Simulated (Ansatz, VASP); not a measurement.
This is a calculation of TiO for Ansatz 0.2.0.

The input input.yaml:

```yaml
crystal:
  lattice:
    - [5.0221290513, 0.0, 0.0]
    - [-2.5110645256, 4.3492913395, 0.0]
    - [0.0, 0.0, 2.8923425604]
  atoms:
    - { symbol: Ti, position: [0.0, 0.0, 0.0] }
    - { symbol: Ti, position: [0.3333333333, 0.6666666667, 0.5] }
    - { symbol: Ti, position: [0.6666666667, 0.3333333333, 0.5] }
    - { symbol: O, position: [0.0, 0.39444076, 0.0] }
    - { symbol: O, position: [0.39444076, 0.0, 0.0] }
    - { symbol: O, position: [0.60555924, 0.60555924, 0.0] }
hamiltonian:
  xc: pbesol
  pseudopotentials: { kind: paw }
kpoints:
  mp_grid: { grid: [6, 6, 9] }
scf:
  occupations: { method: fermi_dirac, width: 0.05 }
output:
  forces: true
  stress: true
  eigenvalues: true
```

Potentials or basis: Ansatz PAW.

Launch:

```console
$ ansatz run input.yaml --threads 1 --pin off --max-ram 3584MiB --backend cpu --events-out ev --progress --plain --runs-dir out
```

Translate it to VASP 6.6.1. Potentials there: VASP PAW PBE potentials, release 64 (Ti_sv, O).

As run (the cutoff follows the program's own potentials):

The input INCAR:

```
  ALGO = Normal
  EDIFF = 1E-7
  ENCUT = 520
  GGA = PS
  ISIF = 2
  ISMEAR = -1
  KPAR = 2
  LASPH = True
  LCHARG = False
  LREAL = False
  LWAVE = False
  NBANDS = 36
  NELM = 80
  PREC = Accurate
  SIGMA = 0.05
```

File KPOINTS:

```
k-points
0
Gamma
  6 6 9
```

POSCAR

```
TiO
1.0
    5.0221290513      0.0000000000      0.0000000000
   -2.5110645256      4.3492913395      0.0000000000
    0.0000000000      0.0000000000      2.8923425604
Ti O
3 3
Direct
    0.0000000000      0.0000000000      0.0000000000
    0.3333333333      0.6666666667      0.5000000000
    0.6666666667      0.3333333333      0.5000000000
    0.0000000000      0.3944407600      0.0000000000
    0.3944407600      0.0000000000      0.0000000000
    0.6055592400      0.6055592400      0.0000000000
```

Potentials or basis: VASP PAW PBE potentials, release 64 (Ti_sv, O).

Launch:

```sh
$ cat potpaw_PBE.64/Ti_sv/POTCAR potpaw_PBE.64/O/POTCAR > POTCAR
$ mpirun -np 2 vasp_std > vasp.out
```

Both were run:

|  | VASP | Ansatz | Ansatz less VASP |
| --- | --- | --- | --- |
| gap on the k mesh at the Fermi level (eV) | none | none | - |
| pressure (GPa) | -9.2 | -9.9 | -0.65 |
| largest component of the traceless stress (GPa) | 1.05 | 1.00 | -0.044 |
| rms of the force components (eV/Å) | 0.032 | 0.036 | +0.0043 |

Atom by atom the forces differ by 0.004 eV/Å (rms over components). A gap of «none» marks a metal or a gap that the smearing closes.

Caveats: semilocal functionals often make such compounds metallic where correlation or magnetic order opens a gap, which also shifts bond lengths; the PAW data sets were made with another functional, which shifts forces and pressure a little (VASP); the pressure holds a Pulay correction of +0.6 GPa for the finite cutoff (Ansatz); the PAW data sets come from PBE, with cores solved anew for the run's functional, which leaves a small shift of forces and pressure (Ansatz).
